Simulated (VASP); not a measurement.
# Hf (Im-3m) in VASP: further runs

Runs on Hf. Level: PBEsol. Tasks: single point, relaxation of cell and atoms.

All numbers are computed with VASP 6.6.1; they aren't measurements. Logs are shortened: lines on timing, memory, paths and dates and some standing lists are left out, and cuts for length are marked.

### 1 The structure

The structure is cubic, space group Im-3m (No. 229). Conventional cell: a = 3.490 Å, b = 3.490 Å, c = 3.490 Å, α = 90.00°, β = 90.00°, γ = 90.00°. Hf (site symmetry m-3m) is surrounded by 8 Hf at 3.02 Å.

The cell was built by a generator and needn't be a form met in nature.

### 2 Single point, PBEsol

Contents of INCAR:

```
ALGO = Fast
EDIFF = 1E-6
ENCUT = 520
GGA = PS
ISIF = 2
ISMEAR = 0
LASPH = T
LCHARG = F
LREAL = F
LWAVE = F
NBANDS = 11
NELM = 100
PREC = Accurate
SIGMA = 0.1
```

Contents of KPOINTS:

```
k-points
0
Gamma
  22 22 22
```

Contents of POSCAR:

```
Hf
1.0
   -1.7448900102      1.7448900102      1.7448900102
    1.7448900102     -1.7448900102      1.7448900102
    1.7448900102      1.7448900102     -1.7448900102
Hf
1
Direct
    0.0000000000      0.0000000000      0.0000000000
```

Potentials or basis: VASP PAW PBE potentials, release 64 (Hf_pv).

The run is started by

```bash
cat potpaw_PBE.64/Hf_pv/POTCAR > POTCAR
mpirun -np 1 vasp_std > vasp.out
```

OUTCAR:

```text
EDIFF = 1E-6
   ENCUT = 520
   GGA = PS
   ISIF = 2
   ISMEAR = 0
   LASPH = T
   LREAL = F
   NELM = 100
   PREC = Accurate

 ion  position               nearest neighbor table
   1  0.000  0.000  0.000-

  LATTYP: Found a body centered cubic cell.
 ALAT       =     3.4897800204

  Lattice vectors:

 A1 = (  -1.7448900102,   1.7448900102,   1.7448900102)
 A2 = (   1.7448900102,  -1.7448900102,   1.7448900102)
 A3 = (   1.7448900102,   1.7448900102,  -1.7448900102)

Analysis of symmetry for initial positions (statically):
=====================================================================
 Subroutine PRICEL returns:
 Original cell was already a primitive cell.

 Routine SETGRP: Setting up the symmetry group for a
 body centered cubic supercell.

 Subroutine GETGRP returns: Found 48 space group operations
 (whereof 48 operations were pure point group operations)
 out of a pool of 48 trial point group operations.

The static configuration has the point symmetry O_h .

Analysis of symmetry for dynamics (positions and initial velocities):
=====================================================================
 Subroutine PRICEL returns:
 Original cell was already a primitive cell.

 Routine SETGRP: Setting up the symmetry group for a
 body centered cubic supercell.

 Subroutine GETGRP returns: Found 48 space group operations
 (whereof 48 operations were pure point group operations)
 out of a pool of 48 trial point group operations.

The dynamic configuration has the point symmetry O_h .

 Subroutine INISYM returns: Found 48 space group operations
 (whereof 48 operations are pure point group operations),
 and found     1 'primitive' translations

----------------------------------------------------------------------------------------

                                     Primitive cell

  volume of cell :      21.2503

  direct lattice vectors                    reciprocal lattice vectors
    -1.744890010  1.744890010  1.744890010     0.000000000  0.286551013  0.286551013
     1.744890010 -1.744890010  1.744890010     0.286551013  0.000000000  0.286551013
     1.744890010  1.744890010 -1.744890010     0.286551013  0.286551013  0.000000000

  length of vectors
     3.022238151  3.022238151  3.022238151     0.405244329  0.405244329  0.405244329

  position of ions in fractional coordinates (direct lattice)
     0.000000000  0.000000000  0.000000000

  ion indices of the primitive-cell ions
   primitive index   ion index
                 1           1

----------------------------------------------------------------------------------------

 KPOINTS: k-points

Automatic generation of k-mesh.
 Grid dimensions read from file:
 generate k-points for:   22   22   22

 Generating k-lattice:

  Cartesian coordinates                     Fractional coordinates (reciprocal lattice)
     0.000000000  0.013025046  0.013025046     0.045454545  0.000000000  0.000000000
     0.013025046  0.000000000  0.013025046     0.000000000  0.045454545  0.000000000
     0.013025046  0.013025046  0.000000000     0.000000000  0.000000000  0.045454545

  Length of vectors
     0.018420197  0.018420197  0.018420197

  Shift w.r.t. Gamma in fractional coordinates (k-lattice)
     0.000000000  0.000000000  0.000000000

 Subroutine IBZKPT returns following result:
 ===========================================

 Found    328 irreducible k-points:

 Following reciprocal coordinates:
            Coordinates               Weight
  0.000000  0.000000  0.000000      1.000000
  0.045455  0.000000  0.000000     12.000000
  0.090909  0.000000  0.000000     12.000000
  0.136364  0.000000  0.000000     12.000000
  0.181818  0.000000  0.000000     12.000000
  0.227273  0.000000  0.000000     12.000000
[... 16 lines left out ...]
  0.090909  0.090909  0.000000     24.000000
  0.136364  0.090909 -0.000000     48.000000
 [... further k-points ...]
   k-points           NKPTS =    328   k-points in BZ     NKDIM =    328   number of bands    NBANDS=     11
   number of dos      NEDOS =    301   number of ions     NIONS =      1
   total plane-waves  NPLWV =  13824
   dimension x,y,z NGX =    24 NGY =   24 NGZ =   24
   dimension x,y,z NGXF=    48 NGYF=   48 NGZF=   48
   ions per type =               1
   NGX,Y,Z   is equivalent  to a cutoff of  13.20, 13.20, 13.20 a.u.
   NGXF,Y,Z  is equivalent  to a cutoff of  26.40, 26.40, 26.40 a.u.
 SYSTEM =  unknown system
   PREC   = accura    normal or accurate (medium, high low for compatibility)
   ISTART =      0    job   : 0-new  1-cont  2-samecut
   ICHARG =      2    charge: 1-file 2-atom 10-const
   ISPIN  =      1    spin polarized calculation?
   LNONCOLLINEAR =      F non collinear calculations
   LSORBIT =      F    spin-orbit coupling
   LASPH  =      T    aspherical Exc in radial PAW
   ENCUT  =  520.0 eV  38.22 Ry    6.18 a.u.   5.62  5.62  5.62*2*pi/ulx,y,z
   NELM   =    100;   NELMIN=  2; NELMDL= -5     # of ELM steps
   EDIFF  = 0.1E-05   stopping-criterion for ELM
   LREAL  =      F    real-space projection
   EDIFFG = 0.1E-04   stopping-criterion for IOM
   NSW    =      0    number of steps for IOM
   IBRION =     -1    ionic relax: 0-MD 1-quasi-New 2-CG
   NFREE  =      0    steps in history (QN), initial steepest desc. (CG)
   ISIF   =      2    stress and relaxation
   ISYM   =      2    0-nonsym 1-usesym 2-fastsym
   POTIM  = 0.5000    time-step for ionic-motion
   TEBEG  =    0.0;   TEEND  =   0.0 temperature during run
   PSTRESS=    0.0 pullay stress
   NELECT =      10.0000    total number of electrons
   NUPDOWN=      -1.0000    fix difference up-down
   EMIN   =  10.00;   EMAX   =-10.00  energy-range for DOS
   EFERMI =   0.00;   METHOD = LEGACY
   ISMEAR =     0;   SIGMA  =   0.10  broadening in eV -4-tet -1-fermi 0-gaus
   EFERMI_NEDOS =   21; number of points for ismear=-14 and -15
   IALGO  =     68    algorithm
   IMIX   =      4    mixing-type and parameters
     AMIX     =   0.40;   BMIX     =  1.00
     AMIX_MAG =   1.60;   BMIX_MAG =  1.00
  volume/ion in A,a.u.               =      21.25       143.40
  Fermi-wavevector in a.u.,A,eV,Ry     =   1.273367  2.406314 22.061336  1.621462
  Thomas-Fermi vector in A             =   2.406194
   LORBIT       =      0    0 simple, 1 ext, 2 COOP (PROOUT), +10 PAW based schemes
   GGA     = PS    functional components
   LHFCALC =     F    Hartree Fock is set to
   AEXX    =    0.0000 exact exchange contribution
   IVDW    =     0    specifies the selected vdW correction
   LEPSILON=     F    determine dielectric tensor
   LRPA    =     F    only Hartree local field effects (RPA)
 non-spin polarized calculation
 RMM-DIIS sequential band-by-band and
 Gauss-broadening in eV      SIGMA  =   0.10
  energy-cutoff  :      520.00
  volume of cell :       21.25
 maximum number of plane-waves:       603
   NGX = 11   NGY = 11   NGZ = 11

 number of electron      10.0000000 magnetization

 number of electron       9.9999998 magnetization

 Free energy of the ion-electron system (eV)
  ---------------------------------------------------
  ext. energy  EPLUGINS =         0.00000000
  ---------------------------------------------------
  free energy    TOTEN  =       -10.33901696 eV

  energy without entropy =      -10.33082929  energy(sigma->0) =      -10.33492312

 E-fermi :   4.7540     XC(G=0): -11.6273

 val. band max:        4.7524305820   @ k =  -0.4091  -0.4091   0.0455
 cond. band min:       4.7550097063   @ k =  -0.3182   0.3182   0.0455
 fundamental gap:      0.0025791243
 Fermi energy:         4.7539798477

 k-point     1 :       0.0000    0.0000    0.0000
  band No.  band energies     occupation
      1     -24.8128      2.00000
      2     -24.8128      2.00000
      3     -24.8128      2.00000
      4      -2.4431      2.00000
      5       6.3142      0.00000
      6       6.3142      0.00000
      7       6.3142      0.00000
      8       9.2604      0.00000
      9       9.2604      0.00000
     10      18.3337      0.00000
     11      18.3337      0.00000

 k-point     2 :       0.0455    0.0000    0.0000
  band No.  band energies     occupation
      1     -24.8343      2.00000
      2     -24.8194      2.00000
      3     -24.8129      2.00000
      4      -2.3611      2.00000
      5       6.2551      0.00000
      6       6.2938      0.00000
      7       6.3950      0.00000
      8       9.1575      0.00000
      9       9.2586      0.00000
     10      18.4159      0.00000
     11      18.4846      0.00000

 k-point     3 :       0.0909    0.0000    0.0000
  band No.  band energies     occupation
      1     -24.8967      2.00000
      2     -24.8386      2.00000
      3     -24.8133      2.00000
      4      -2.1198      2.00000
      5       6.0882      0.00000
      6       6.2157      0.00000
      7       6.6357      0.00000
      8       8.9193      0.00000
      9       9.2569      0.00000
     10      18.6388      0.00000
     11      18.9293      0.00000

 k-point     4 :       0.1364    0.0000    0.0000
  band No.  band energies     occupation
      1     -24.9936      2.00000
      2     -24.8686      2.00000
      3     -24.8138      2.00000
      4      -1.7344      2.00000
      5       5.8410      0.00000
      6       6.0433      0.00000
      7       7.0320      0.00000
      8       8.6971      0.00000
      9       9.2660      0.00000
     10      18.9177      0.00000
     11      19.4946      0.00000
[... 239 lines left out ...]
 k-point    22 :       0.4545    0.0455    0.0000
  band No.  band energies     occupation
      1     -25.7792      2.00000
      2     -25.1318      2.00000
      3     -24.8272      2.00000
      4       1.2785      2.00000
      5       4.1828      2.00000
      6       5.9431      0.00000
      7       9.0796      0.00000
      8      10.1973      0.00000
      9      12.8285      0.00000
     10      15.5610      0.00000
     11      15.7260      0.00000

 k-point    23 :       0.0909    0.0909    0.0000
  band No.  band energies     occupation
      1     -25.0475      2.00000
      2     -24.8671      2.00000
      3     -24.8333      2.00000
      4      -1.5098      2.00000
      5       5.7742      0.00000
      6       5.8441      0.00000
      7       7.3083      0.00000
      8       8.4969      0.00000
      9       9.3922      0.00000
     10      19.1136      0.00000
     11      19.9456      0.00000

 k-point    24 :       0.1364    0.0909   -0.0000
  band No.  band energies     occupation
      1     -25.1591      2.00000
      2     -24.9030      2.00000
      3     -24.8395      2.00000
      4      -1.0163      2.00000
      5       5.5004      0.00000
      6       5.5709      0.00000
      7       7.8672      0.00000
      8       8.3721      0.00000
      9       9.5098      0.00000
     10      18.1990      0.00000
     11      19.4095      0.00000

 [... further k-points ...]

------------------------ aborting loop because EDIFF is reached ----------------------------------------

  FORCE on cell =-STRESS in cart. coord.  units (eV):
  Direction    XX          YY          ZZ          XY          YZ          ZX
  --------------------------------------------------------------------------------------
  -------------------------------------------------------------------------------------
  Total       -0.0282767     -0.0282767     -0.0282767      0.0000000     -0.0000000      0.0000000
  in kB       -2.1319377     -2.1319377     -2.1319377      0.0000000     -0.0000000      0.0000000
  external PRESSURE =      -2.1319377 kB  Pullay stress =       0.0000000 kB

 VOLUME and BASIS-vectors are now :
 -----------------------------------------------------------------------------
  energy-cutoff  :      520.00
  volume of cell :       21.25
      direct lattice vectors                 reciprocal lattice vectors
    -1.744890010  1.744890010  1.744890010     0.000000000  0.286551013  0.286551013
     1.744890010 -1.744890010  1.744890010     0.286551013  0.000000000  0.286551013
     1.744890010  1.744890010 -1.744890010     0.286551013  0.286551013  0.000000000

 POSITION                                       TOTAL-FORCE (eV/Angst)
 -----------------------------------------------------------------------------------
      0.00000      0.00000      0.00000        -0.000000     -0.000000     -0.000000
 -----------------------------------------------------------------------------------
    total drift:                                0.000000      0.000000      0.000000

  FREE ENERGIE OF THE ION-ELECTRON SYSTEM (eV)
  ---------------------------------------------------
  free  energy   TOTEN  =       -10.3390169583 eV

  energy  without entropy=      -10.3308292897  energy(sigma->0) =      -10.33492312
```

Wall time 20 s (1 thread of Intel Xeon 6975P-C (Granite Rapids), shared host); peak memory 0.19 GiB.

What came out:

| Quantity | Value |
| --- | --- |
| Free energy | -10.3390 eV |
| Pressure | -0.2 GPa |
| Band gap on the k mesh | none (metal or under the smearing width) |

Caveat: the PAW data sets were made with another functional, which shifts forces and pressure a little. Spin-orbit coupling is left out, which matters for the levels of Hf.

### 3 Relaxation of cell and atoms, PBEsol

This run uses another cell than the first one, of 21.30 Å³/atom, 1.002 times its volume.

Contents of INCAR:

```
SYSTEM = Hf
ALGO = Fast
EDIFF = 1E-6
EDIFFG = -0.01
ENCUT = 600
GGA = PS
IBRION = 2
ISIF = 3
ISMEAR = 0
LASPH = .TRUE.
LCHARG = .FALSE.
LREAL = .FALSE.
LWAVE = .FALSE.
NELM = 100
NSW = 100
PREC = Accurate
SIGMA = 0.1
```

Contents of KPOINTS:

```
k-points
0
G
  22 22 22
  0 0 0
```

Contents of POSCAR:

```
Hf
1.0
   -1.7461745728      1.7461745728      1.7461745728
    1.7461745728     -1.7461745728      1.7461745728
    1.7461745728      1.7461745728     -1.7461745728
Hf
1
Direct
    0.0000000000      0.0000000000      0.0000000000
```

Potentials or basis: VASP PAW PBE potentials, release 64 (Hf_pv).

The run is started by

```bash
cat potpaw_PBE.64/Hf_pv/POTCAR > POTCAR
mpirun -np 1 vasp_std > vasp.out
```

It took 25 s on 1 thread of Intel Xeon 6975P-C (Granite Rapids), shared host; peak memory 0.21 GiB.

Results (log left out):

```
Free energy                            : -10.3392 eV
Relaxed volume                         : 21.18 Å³/atom
Relaxed cell                           : a = 3.019 Å, b = 3.019 Å, c = 3.019 Å, α = 109.47°, β = 109.47°, γ = 109.47°
Space group after relaxing (to 0.05 Å) : Im-3m (No. 229)
Energy gained by relaxing              : 0.1 meV/atom
Ionic steps                            : 2
Pressure after relaxing                : 0.1 GPa
Band gap on the k mesh                 : none (metal or under the smearing width)
```

The path:
```csv
step,energy change (eV),largest force (eV/Å),pressure (GPa),volume (Å³)
1,0.0000,0.0000,-0.29,21.30
2,-0.0001,0.0000,0.07,21.18
```

Final structure:
```yaml
crystal:
  lattice:
    - [-1.74292, 1.74292, 1.74292]
    - [1.74292, -1.74292, 1.74292]
    - [1.74292, 1.74292, -1.74292]
  atoms:
    - { symbol: Hf, position: [0.00000, 0.00000, 0.00000] }
```

Levels at points of the mesh, in eV from the Fermi level:
```tsv
k point	band 2	band 3	band 4	band 5	band 6	band 7	band 8	band 9
(0.00, 0.00, 0.00)	-29.55	-29.55	-7.21	1.56	1.56	1.56	4.52	4.52
(0.50, 0.00, 0.00)	-29.87	-29.56	-3.54	-0.59	1.32	4.37	5.44	8.13
(0.50, 0.50, 0.50)	-30.24	-30.24	-2.80	-2.80	7.22	7.69	7.69	7.69
```

Caveat: the PAW data sets were made with another functional, which shifts forces and pressure a little.

(Part 1 of 2 ends here.)
